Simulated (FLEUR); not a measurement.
# Sb (P6_3/mmc) in FLEUR: a series of runs, part 2 of 2

FLEUR MaX-R8.1 (later development tree). Earlier steps stand in the parts before.

### Step 6. Equation of state, r2SCAN, 27.72 Å³/atom (volume scaled by 1.04)

The input, inp.xml:

```xml
<?xml version="1.0" encoding="UTF-8" standalone="no"?>
<fleurInput fleurInputVersion="0.39">
   <comment>
      Sb                                                                                                  
   </comment>
   <calculationSetup>
      <cutoffs Kmax="4.1" Gmax="12.7" GmaxXC="12.7" numbands="0"/>
      <scfLoop itmax="80" minDistance="0.0001" maxIterBroyd="30" imix="Anderson" alpha="0.05" precondParam="0.0" spinf="2.0" sdNocoIR="T"/>
      <coreElectrons ctail="F" frcor="F" kcrel="0" coretail_lmax="0"/>
      <xcFunctional name="LibXC" relativisticCorrections="F">
         <LibXCName exchange="mgga_x_r2scan" correlation="mgga_c_r2scan"/>
         <AuxGGA exchange="117" correlation="130"/>
      </xcFunctional>
      <magnetism jspins="1"/>
      <soc l_soc="F" theta="0.0" phi="0.0" spav="F"/>
      <expertModes spex="0" secvar="F"/>
      <geometryOptimization l_f="F" forcealpha="1.0" forcemix="BFGS" epsdisp="0.00001" epsforce="0.00001"/>
      <ldaU l_linMix="F" mixParam="0.05" spinf="1.0"/>
   </calculationSetup>
   <cell>
      <bzIntegration valenceElectrons="42.0" mode="hist" fermiSmearingEnergy="0.00183747">
         <kPointListSelection listName="default-1"/>
         <!-- k-points included here -->
         <xi:include xmlns:xi="http://www.w3.org/2001/XInclude" href="kpts.xml"> </xi:include>
      </bzIntegration>
      <!-- symmetry operations included here -->
      <xi:include xmlns:xi="http://www.w3.org/2001/XInclude" href="sym.xml"> </xi:include>
      <bulkLattice scale="1.0131594038">
         <bravaisMatrix>
            <row-1>    6.3391475472460419     0.0000000000000000     0.0000000000000000</row-1>
            <row-2>   -3.1695737736230210     5.4898628142036516     0.0000000000000000</row-2>
            <row-3>    0.0000000000000000     0.0000000000000000    10.3371054860639173</row-3>
         </bravaisMatrix>
      </bulkLattice>
   </cell>
   <atomSpecies>
      <species name="Antimony (Sb)" element="Sb" atomicNumber="51">
         <mtSphere radius="2.66" gridPoints="879" logIncrement="0.015"/>
         <atomicCutoffs lmax="10" lnonsphr="10"/>
         <electronConfig flipSpins="F">
            <coreConfig>(1s1/2) (2s1/2) (2p1/2) (2p3/2) (3s1/2) (3p1/2) (3p3/2) (4s1/2) (3d3/2) (3d5/2)</coreConfig>
            <valenceConfig>(4p1/2) (4p3/2) (5s1/2) (4d3/2) (4d5/2) (5p1/2) (5p3/2)</valenceConfig>
            <stateOccupation state="(5p1/2)" spinUp="0.500000" spinDown="0.500000"/>
            <stateOccupation state="(5p3/2)" spinUp="1.000000" spinDown="1.000000"/>
         </electronConfig>
         <energyParameters s="5" p="5" d="5" f="4"/>
         <lo type="SCLO" l="1" n="4" eDeriv="0"/>
         <lo type="SCLO" l="1" n="4" eDeriv="1"/>
         <lo type="SCLO" l="2" n="4" eDeriv="0"/>
         <lo type="SCLO" l="2" n="4" eDeriv="1"/>
         <lo type="SCLO" l="0" n="5" eDeriv="2"/>
         <lo type="SCLO" l="3" n="4" eDeriv="2"/>
      </species>
   </atomSpecies>
   <atomGroups>
      <atomGroup species="Antimony (Sb)">
         <relPos label="                   1">-1.000/3.000 1.000/3.000 -1.000/4.000</relPos>
         <relPos label="                   2">1.000/3.000 -1.000/3.000 1.000/4.000</relPos>
         <force calculate="T" relaxXYZ="TTT"/>
      </atomGroup>
   </atomGroups>
   <output dos="F" band="F" slice="F">
      <checks vchk="F" cdinf="F"/>
      <bandDOS minEnergy="-.5*Htr" maxEnergy="0.5*Htr" sigma="0.015" storeEVData="T"/>
      <vacuumDOS vacdos="F" integ="F" star="F" nstars="0" locx1="0.0" locy1="0.0" locx2="0.0" locy2="0.0" nstm="0" tworkf="0.0"/>
      <unfoldingBand unfoldBand="F" supercellX="1" supercellY="1" supercellZ="1"/>
      <plotting iplot="0" polar="F">
         <plot TwoD="T" vec1="  1.0  0.0  0.0" vec2="  0.0  1.0  0.0" vec3="  0.0  0.0  1.0" zero="  0.0  0.0  0.0" file="plot"/>
      </plotting>
      <chargeDensitySlicing numkpt="0" minEigenval="0.0" maxEigenval="0.0" nnne="0" pallst="F"/>
      <specialOutput eonly="F"/>
      <moessbauerParams electricFieldGradient="T" isomerShift="T" coreHyperfine="T" valenceHyperfine="T"/>
      <magneticCircularDichroism mcd="F" energyLo="-10.0" energyUp="0.0"/>
   </output>
  <!-- We include the file relax.xml here to enable relaxations (see documentation) -->
  <xi:include xmlns:xi="http://www.w3.org/2001/XInclude" href="relax.xml"> <xi:fallback/> </xi:include>
</fleurInput>
```

Potentials or basis: all-electron, FLAPW.

The run is started by

```sh
$ inpgen -f crystal.txt -profile fastHighL
$ # inp.xml edited to the form shown
$ fleur_MPI
```

Wall time 44 s (1 thread of Arm Neoverse V2, shared host); peak memory 0.09 GiB.

The run converged. Its results:

```
Free energy                                           : -352856.7820 eV
Band gap on the k mesh                                : none (metal or under the smearing width)
Valence electrons inside the program's atomic spheres : Sb 18.99 (radii Sb 2.66 bohr)
```

Caveat: the meta-GGA is that of a development version, with a GGA for the radial functions and cores and without core tails.

### Step 7. Equation of state, r2SCAN, 28.25 Å³/atom (volume scaled by 1.06)

Changes to inp.xml since step 6:

```diff
@@ -27,3 +27,3 @@
       <xi:include xmlns:xi="http://www.w3.org/2001/XInclude" href="sym.xml"> </xi:include>
-      <bulkLattice scale="1.0131594038">
+      <bulkLattice scale="1.0196128224">
          <bravaisMatrix>
```

The run is started by

```sh
$ inpgen -f crystal.txt -profile fastHighL
$ # inp.xml edited to the form shown
$ fleur_MPI
```

It took 46 s on 1 thread of Arm Neoverse V2, shared host; peak memory 0.09 GiB.

The run converged. Its results:

```yaml
Free_energy: -352856.7683 eV
Band_gap_on_the_k_mesh: none (metal or under the smearing width)
Valence_electrons_inside_the_program's_atomic_spheres: Sb 18.98 (radii Sb 2.66 bohr)
```

Caveat: the meta-GGA is that of a development version, with a GGA for the radial functions and cores and without core tails.

### Step 8. Equation of state, r2SCAN

Potentials or basis: all-electron, FLAPW.

This step only gathers the single runs of the series.

What came out:

```yaml
Equilibrium_volume: 26.95 Å³/atom
Bulk_modulus_at_fixed_shape_and_positions: 60 GPa
```

Energy against volume, from the lowest point:
| volume (Å³/atom) | energy (meV/atom) |
| --- | --- |
| 25.055 | 28.51 |
| 25.588 | 13.75 |
| 26.654 | 0.00 |
| 27.720 | 3.21 |
| 28.253 | 10.07 |

Caveat: the meta-GGA is that of a development version, with a GGA for the radial functions and cores and without core tails; the cell was scaled at fixed shape and fractional positions, which overstates the stiffness of a crystal with free parameters, most of all of layers and chains.
